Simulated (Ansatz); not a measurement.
# LiH: the cell at several levels of theory

An exercise on one series of results from a longer session: the logs are not shown, and one member is left open.

Code: Ansatz 0.2.0. PAW datasets, plane waves, zero pressure. (Calculated; spin-unpolarised; the phase may be known or hypothetical.)

## The cell

This is the cell as the run starts from it, not yet at rest; its lengths are not the crystal's.

It is hexagonal, P6_3/mmc (No. 194); a = 2.233 Å, c = 3.640 Å in the conventional setting, 3.93 Å³ an atom. Around Li lie 6 H at 1.58 Å; around H lie 6 Li at 1.58 Å.

As a file:

```
CELL_PARAMETERS angstrom
2.23318 0.00000 0.00000
-1.11659 1.93399 0.00000
0.00000 0.00000 3.64008
ATOMIC_POSITIONS crystal
Li 0.00000 0.00000 0.00000
Li 0.00000 0.00000 0.50000
H 0.33333 0.66667 0.25000
H 0.66667 0.33333 0.75000
```

The first run:

input.yaml reads:

```yaml
crystal:
  lattice:
    - [2.23317774, 0.0, 0.0]
    - [-1.11658887, 1.933988654, 0.0]
    - [0.0, 0.0, 3.6400797162]
  atoms:
    - { symbol: Li, position: [0.0, 0.0, 0.0] }
    - { symbol: Li, position: [0.0, 0.0, 0.5] }
    - { symbol: H, position: [0.3333333333, 0.6666666667, 0.25] }
    - { symbol: H, position: [0.6666666667, 0.3333333333, 0.75] }
kpoints:
  mp_grid: { grid: [12, 12, 6] }
hamiltonian:
  xc: pbe
scf:
  occupations: { method: fermi_dirac, width: 0.02 }
relax:
  f_tol: 0.005
  cell: {}
```

Started as:

```
$ ansatz run input.yaml --threads 2 --pin off --max-ram 2211MiB --backend cpu --events-out ev --progress --plain --runs-dir out
```

Steps of the session up to this table: Relaxation with PBE; r2SCAN: cell and atoms; PBEsol: cell and atoms; Relaxing with LDA; HSE06: cell and atoms.

One of the session's tables, all rows but one given; the rest of the session is left out.

It belongs to the step «The cells side by side». 

```
 level  a (Å)  c (Å)  volume (Å³/atom)
   PBE  2.782  4.885             8.183
r2SCAN  2.782  4.873             8.163
PBEsol      ?      ?                 ?
   LDA  2.711  4.775             7.600
 HSE06  2.768  4.855             8.055
```

Q: Estimate the row for PBEsol from the others.

**Answer.** a (Å): 2.760; c (Å): 4.861; volume (Å³/atom): 8.019. In the column «a (Å)» it lies between LDA (2.711) and HSE06 (2.768).

What this shows: From the start to the first minimum the volume moved by +108.2 %. The volume runs from LDA (least) to PBE (most), a spread of 7.7 %, or 2.5 % in length if all axes shared it alike. The meshes differ: PBE 12×12×6, r2SCAN 12×12×6, PBEsol 12×12×6, LDA 12×12×6, HSE06 6×6×4.
